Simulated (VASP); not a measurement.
**MgS: single point with PBE**

Crystal: MgS.

```
Mg S
1.0
     0.00000    2.83088    2.83088
     2.90335    0.00000    2.83088
     2.90335    2.83088    0.00000
Mg S
1 1
Direct
  0.00000 0.00000 0.00000
  0.25000 0.25000 0.25000
```

The cell was built by a generator and needn't be a form met in nature.

The cell isn't the ideal one: uniaxial_x strain +2.6%.

| Quantity | Value |
| --- | --- |
| Program | VASP 6.6.1 |
| Task | single point |
| Functional | PBE |
| Potentials or basis | VASP PAW PBE potentials, release 64 (Mg, S) |
| Cutoff | 520 eV |
| k mesh | 8 × 8 × 8 |
| Occupations | fermi-dirac, width 0.02 eV |
| Spin | no spin polarisation |
| Dipole correction | no |
| Further INCAR settings | ALGO = Fast; EDIFF = 1e-06; NBANDS = 11 |

The pressure is -0.5 GPa and the band gap on the k mesh is 3.31 eV, direct.

Stress tensor (GPa, compression positive):
```
-0.92  0.00  0.00
 0.00 -0.31  0.00
 0.00  0.00 -0.31
```

Levels at points of the mesh, in eV from the valence-band top:
```
           k point  band 1  band 2  band 3  band 4  band 5  band 6  band 7  band 8
(0.00, 0.00, 0.00)  -11.21   -0.07    0.00    0.00    3.31    7.85    7.87    7.87
(0.50, 0.00, 0.00)  -10.57   -3.06   -0.40   -0.28    4.99    7.47    7.70    8.46
(0.50, 0.50, 0.00)  -10.34   -2.72   -1.07   -1.06    3.86    5.53   10.98   11.79
(0.00, 0.50, 0.50)  -10.38   -2.84   -0.95   -0.95    3.92    5.71   10.70   12.14
```

Wall time 38 s on 1 thread of Intel(R) Xeon(R) Platinum 8259CL CPU @ 2.50GHz (Skylake/Cascade Lake), with other jobs on the host, peak memory 0.18 GiB.
